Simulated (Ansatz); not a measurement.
Pt:

```
Pt
1.0
     0.00000    1.96090    1.96090
     1.96090    0.00000    1.96090
     1.96090    1.96090    0.00000
Pt
1
Direct
  0.00000 0.00000 0.00000
```

Base run:

| Item | Value |
| --- | --- |
| Program | Ansatz 0.2.0 |
| Functional | PBE |
| Potentials or basis | Ansatz PAW |
| Cutoff | 420 eV (not typed: the program's choice for these potentials) |
| k mesh | 12 × 12 × 12 |
| Occupations | fermi-dirac, width 0.05 eV |
| Spin | no spin polarisation |

Its results: band gap on the k mesh none (metal or under the smearing width); pressure 10.3 GPa.

Problem. The run is repeated on the same cell with these changes: functional from PBE to LDA. What comes out?

Solution. Band gap on the k mesh none (metal or under the smearing width); pressure -6.0 GPa.

LDA binds more tightly than PBE, so the same cell stands under less pressure.

Caveats: spin-orbit coupling is left out, which moves the levels of the heavy elements; the PAW data sets come from PBE, with cores solved anew for the run's functional, which leaves a small shift of forces and pressure (some runs).
